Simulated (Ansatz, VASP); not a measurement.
# One calculation of BP, two programs

The input INCAR:

```
ALGO = Normal
EDIFF = 1E-6
ENCUT = 520
GGA = CA
ISIF = 2
ISMEAR = -1
LASPH = True
LCHARG = False
LREAL = False
LWAVE = False
NBANDS = 11
NELM = 80
PREC = Accurate
SIGMA = 0.05
```

File KPOINTS:

```
k-points
0
Gamma
  15 15 15
```

Contents of POSCAR:

```
BP
1.0
    0.0000000000      2.2840269280      2.2840269280
    2.2840269280      0.0000000000      2.2840269280
    2.2840269280      2.2840269280      0.0000000000
B P
1 1
Direct
    0.0000000000      0.0000000000      0.0000000000
    0.7500000000      0.7500000000      0.7500000000
```

Input for Ansatz:

```yaml
crystal:
  lattice:
    - [0.0, 2.284026928, 2.284026928]
    - [2.284026928, 0.0, 2.284026928]
    - [2.284026928, 2.284026928, 0.0]
  atoms:
    - { symbol: B, position: [0.0, 0.0, 0.0] }
    - { symbol: P, position: [0.75, 0.75, 0.75] }
kpoints:
  mp_grid: { grid: [15, 15, 15] }
  band_path:
    path:
      - [0.0, 0.0, 0.0]
      - [-0.5, -0.5, 0.0]
      - [-0.375, -0.375, 0.25]
      - [-0.375, 0.0, 0.375]
      - [0.0, 0.0, 0.0]
      - [0.0, 0.0, 0.5]
      - [-0.5, -0.25, 0.25]
      - [-0.5, -0.5, 0.0]
    npoints: 5
scf:
  occupations: { method: fermi_dirac, width: 0.05 }
hamiltonian:
  xc: lda
  pseudopotentials: { kind: all_electron, lapw: { basis_error: 0.001 } }
output:
  forces: true
  stress: true
  eigenvalues: true
```

Change from the starting cell: volume scaled by 1.02.

Alike in both runs: task single point; functional LDA; k mesh 15 × 15 × 15; occupations fermi-dirac, width 0.05 eV; no spin polarisation.

|  | VASP | Ansatz |
| --- | --- | --- |
| version | VASP 6.6.1 | Ansatz 0.2.0 |
| potentials or method | VASP PAW LDA potentials, release 64 (B, P) | all-electron LAPW, scalar-relativistic |
| plane-wave cutoff (eV) | 520 | see its input |

```tsv
	VASP	Ansatz	Ansatz less VASP
pressure (GPa)	-8.3	-8.2	+0.07
```

Ansatz ran all-electron here, so the differences hold the error of VASP's frozen core and of both bases.

Caveats: an odd mesh through Γ misses points on the zone boundary, where band edges often lie.
